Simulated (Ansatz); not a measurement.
## Straining AlGa₃N₄

Method: DFT r2SCAN, scalar-relativistic, plane waves, PAW (Ansatz). (500 eV cutoff, 6×6×6 k-mesh, Gaussian smearing of 0.02 eV, no spin polarisation)

Reference structure (relaxed):

```
Al Ga N
1.0
     4.46534    0.00000    0.00000
     0.00000    4.46534    0.00000
     0.00000    0.00000    4.46534
Al Ga N
1 3 4
Direct
  0.00000 0.00000 0.00000
  0.50000 0.50000 0.00000
  0.50000 0.00000 0.50000
  0.00000 0.50000 0.50000
  0.75535 0.75535 0.24465
  0.75535 0.24465 0.75535
  0.24465 0.75535 0.75535
  0.24465 0.24465 0.24465
```

Deformation: uniaxial strain along a, with the lengths of b and c and the atoms relaxed and the angles held, all within the symmetry that the strain leaves. Energies are extrapolated to zero smearing. Gaps are generalised Kohn–Sham gaps over the whole zone.

```csv
strain (%),ΔE (meV/atom),a (Å),b (Å),c (Å),gap (eV)
-3.0,5.4,4.331,4.514,4.514,2.76
-1.5,1.4,4.398,4.489,4.489,2.79
+0.0,0.0,4.465,4.465,4.465,2.82
+1.5,1.5,4.532,4.443,4.443,2.75
+3.0,5.9,4.599,4.421,4.421,2.68
```

What stiffness (1/V) d²E/dε² at zero strain does a cubic fit over all points give?

A cubic fit gives (1/V) d²E/dε² = 182 GPa at zero strain (Young's modulus along this axis, angles held).

How does the free axis b answer a small strain?

Between the innermost points its strain is -0.35 times the applied one.

How fast does the gap move with strain on either side?

18 meV per percent on the compressed side and -44 meV per percent on the stretched side; it is direct at -1.5 %, direct at zero and direct at +1.5 %.